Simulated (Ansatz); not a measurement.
## How settings move the G0W0 gap of BaO (Fm-3m)

A 2-atom cell of BaO started from a crystallographic database, relaxed with r2SCAN; one-shot G0W0 in Ansatz without spin-orbit coupling. (Simulation; spin polarisation is off.)

```cif
data_structure
_symmetry_space_group_name_H-M 'Fm-3m'
_symmetry_Int_Tables_number 225
_cell_length_a 5.5439
_cell_length_b 5.5439
_cell_length_c 5.5439
_cell_angle_alpha 90.000
_cell_angle_beta 90.000
_cell_angle_gamma 90.000
_cell_volume 170.39
loop_
_atom_site_label
_atom_site_type_symbol
_atom_site_symmetry_multiplicity
_atom_site_Wyckoff_symbol
_atom_site_fract_x
_atom_site_fract_y
_atom_site_fract_z
_atom_site_occupancy
Ba1 Ba 4 a 0.00000 0.00000 0.00000 1
O1 O 4 b 0.50000 0.00000 0.00000 1
```

Gaps are read over the mesh points alone. G0W0 values are finite-basis, finite-mesh values.
```json
{"start": "PBE", "potentials": "PAW", "frequency model": "contour deformation", "mesh": "6×6×6", "empty bands": "96", "screening cutoff (eV)": "100", "Kohn-Sham gap (eV)": "2.05", "G0W0 gap (eV)": "3.07"}
{"start": "PBE", "potentials": "PAW", "frequency model": "contour deformation", "mesh": "6×6×6", "empty bands": "233", "screening cutoff (eV)": "180", "Kohn-Sham gap (eV)": "2.05", "G0W0 gap (eV)": "3.25"}
{"start": "PBE", "potentials": "PAW", "frequency model": "contour deformation", "mesh": "6×6×6", "empty bands": "453", "screening cutoff (eV)": "260", "Kohn-Sham gap (eV)": "2.05", "G0W0 gap (eV)": "3.36"}
{"start": "HSE06", "potentials": "PAW", "frequency model": "contour deformation", "mesh": "6×6×6", "empty bands": "233", "screening cutoff (eV)": "180", "Kohn-Sham gap (eV)": "3.32", "G0W0 gap (eV)": "3.86"}
{"start": "r2SCAN", "potentials": "PAW", "frequency model": "contour deformation", "mesh": "6×6×6", "empty bands": "233", "screening cutoff (eV)": "180", "Kohn-Sham gap (eV)": "2.38", "G0W0 gap (eV)": "3.40"}
{"start": "PBE0", "potentials": "PAW", "frequency model": "contour deformation", "mesh": "6×6×6", "empty bands": "233", "screening cutoff (eV)": "180", "Kohn-Sham gap (eV)": "4.05", "G0W0 gap (eV)": "4.09"}
{"start": "PBE", "potentials": "PAW", "frequency model": "Godby-Needs pole", "mesh": "6×6×6", "empty bands": "233", "screening cutoff (eV)": "180", "Kohn-Sham gap (eV)": "2.05", "G0W0 gap (eV)": "3.16"}
{"start": "PBE", "potentials": "PAW", "frequency model": "contour deformation", "mesh": "8×8×8", "empty bands": "69", "screening cutoff (eV)": "80", "Kohn-Sham gap (eV)": "2.05", "G0W0 gap (eV)": "3.03"}
{"start": "PBE", "potentials": "norm-conserving", "frequency model": "contour deformation", "mesh": "6×6×6", "empty bands": "233", "screening cutoff (eV)": "180", "Kohn-Sham gap (eV)": "2.05", "G0W0 gap (eV)": "3.27"}
```

G0W0 moves the gap on the mesh from 2.05 eV (PBE) to 3.36 eV (direct at X). Renormalisation factors Z lie between 0.71 and 0.83.

Raising bands and cutoff together moves the gap by +0.18 eV (100 to 180 eV), then +0.11 eV (180 to 260 eV); the last step is still large, so the basis limit isn't reached. Starting from HSE06 (3.32 eV against PBE's 2.05 eV) gives 3.86 eV, +0.61 eV from G0W0@PBE at the same screening cutoff. Starting from r2SCAN (2.38 eV against PBE's 2.05 eV) gives 3.40 eV, +0.15 eV from G0W0@PBE at the same screening cutoff. Starting from PBE0 (4.05 eV against PBE's 2.05 eV) gives 4.09 eV, +0.84 eV from G0W0@PBE at the same screening cutoff. The Godby-Needs plasmon pole differs from contour deformation by -0.09 eV. Norm-conserving potentials (wave cutoff 1240 eV against 420 eV) shift the quasiparticle gap by +0.02 eV and the PBE gap by 0.00 eV. r2SCAN runs take a wave cutoff of 500 eV.
